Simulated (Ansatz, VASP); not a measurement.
# One calculation of Ni, two programs

```
Ni
1.0
     0.00000    1.68700    1.68700
     1.68700    0.00000    1.68700
     1.68700    1.68700    0.00000
Ni
1
Cartesian
  0.0000 0.0000 0.0000
```

Alike in both runs: task single point; functional PBE; dispersion D4; k mesh 13 × 13 × 13; occupations tetrahedron; collinear spin; Hubbard terms Ni d U = 3.5 eV.

|  | VASP | Ansatz |
| --- | --- | --- |
| version | VASP 6.6.1 | Ansatz 0.2.0 |
| potentials or method | VASP PAW PBE potentials, release 64 (Ni) | Ansatz PAW |
| plane-wave cutoff (eV) | 520 | 420 |
| valence electrons in the cell | 10 | 18 |

```tsv
	VASP	Ansatz	Ansatz less VASP
gap on the k mesh at the Fermi level (eV)	none	none	-
pressure (GPa)	13.2	25.9	+12.76
net moment per atom (μB)	0.65	0.62	-0.032
size of the moment on the site where the two differ most (μB)	0.67	0.67	+0.006
dispersion energy (meV/atom)	-510.2	-510.3	-0.02
```

Site moments also hang on the region over which each program counts them. The programs project onto different local orbitals, so the same U acts differently. A gap of «none» marks a metal or a gap that the smearing closes. The two sets of potentials don't hold the same shells in valence.

Caveats: pairwise dispersion overbinds metals, which lowers pressure and volume; the U is typed as a test and isn't derived for this compound; tetrahedron occupations give inexact forces and stress in metals (VASP); the magnetic or orbital state may not be the lowest (Ansatz); with tetrahedron occupations forces and stress needn't match the slope of the energy (Ansatz). The state reached can hang on the start; a lower one may exist.
